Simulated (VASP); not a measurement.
# H3OF: single point with r2SCAN+D3(BJ)

The system is H3OF.

```
F H O
1.0
     7.46502    0.00000    0.00000
     0.00000    7.46502    0.00000
     0.00000    0.00000    7.46502
F H O
5 15 5
Direct
  0.70218 0.64120 0.33595
  0.80412 0.10871 0.87035
  0.29958 0.49159 0.81408
  0.37626 0.39360 0.50414
  0.46157 0.86210 0.20462
  0.75212 0.51693 0.31516
  0.76690 0.05464 0.76114
  0.39129 0.59472 0.82968
  0.33500 0.42950 0.62182
  0.54637 0.77451 0.23303
  0.90311 0.26668 0.35043
  0.80060 0.28541 0.17427
  0.46714 0.84570 0.88633
  0.53706 0.78727 0.70877
  0.07641 0.56546 0.94336
  0.89904 0.66418 0.93449
  0.20577 0.26686 0.40730
  0.16193 0.07042 0.32245
  0.63195 0.05085 0.49452
  0.72274 0.86420 0.49381
  0.79232 0.32492 0.29855
  0.49985 0.74219 0.82534
  0.97089 0.59907 0.01559
  0.11542 0.16802 0.40636
  0.69672 0.96805 0.57084
```

The cell was built by a generator and needn't be a form met in nature.

```yaml
Program: VASP 6.6.1
Task: single point
Functional: r2SCAN
Dispersion: D3(BJ)
Potentials_or_basis: VASP PAW PBE potentials, release 64 (F, H, O)
Cutoff: 520 eV
k_mesh: 1 × 1 × 1
Occupations: fermi-dirac, width 0.02 eV
Spin: no spin polarisation
Dipole_correction: no
Further_INCAR_settings: LREAL = Auto; ALGO = Normal; EDIFF = 1e-07; NBANDS = 58
```

```
Pressure                   : -1.4 GPa
Largest force              : 2.431 eV/Å
Band gap on the k mesh     : 5.34 eV, direct
Dispersion energy per atom : -0.009 eV
```

Forces on the atoms (eV/Å):
```
F    0.011  0.174  0.023
F   -0.114 -0.051  0.130
F    0.334  0.256  0.004
F   -0.110  0.195  0.221
F   -0.365  0.507 -0.219
H   -0.097 -0.226  0.020
H    0.187  0.012 -0.148
H   -0.472 -0.066 -0.198
H    0.158 -0.149 -0.099
H    0.519 -0.692  0.249
H   -0.473  0.581 -0.133
H   -0.218  0.397  0.114
H   -0.699  1.621  1.617
H    0.121 -0.159 -0.086
H   -0.661  0.081  0.560
H   -0.770  0.648 -0.640
H   -0.507 -1.064  0.015
H   -0.671  1.846  1.432
H    0.103  0.104  0.031
H    0.174  0.430  0.310
O    0.831 -0.666 -0.042
O    0.789 -1.435 -1.289
O    1.428 -0.801  0.093
O    0.900 -0.845 -1.486
O   -0.398 -0.699 -0.477
```

Stress tensor (GPa, compression positive):
```
-1.21  0.15  0.35
 0.15 -1.92 -0.51
 0.35 -0.51 -1.14
```

Levels at points of the mesh, in eV from the valence-band top:
| k point | band 38 | band 39 | band 40 | band 41 | band 42 | band 43 |
| --- | --- | --- | --- | --- | --- | --- |
| (0.00, 0.00, 0.00) | -1.13 | -0.53 | 0.00 | 5.34 | 7.94 | 8.06 |

It took 2.9 min on 1 thread of Intel(R) Xeon(R) Platinum 8488C (Sapphire Rapids), on a shared host, peak memory 0.44 GiB.

Caveat: the PAW data sets were made with another functional, which shifts forces and pressure a little. r2SCAN opens gaps a little over a GGA but as a rule still falls short of measured ones.
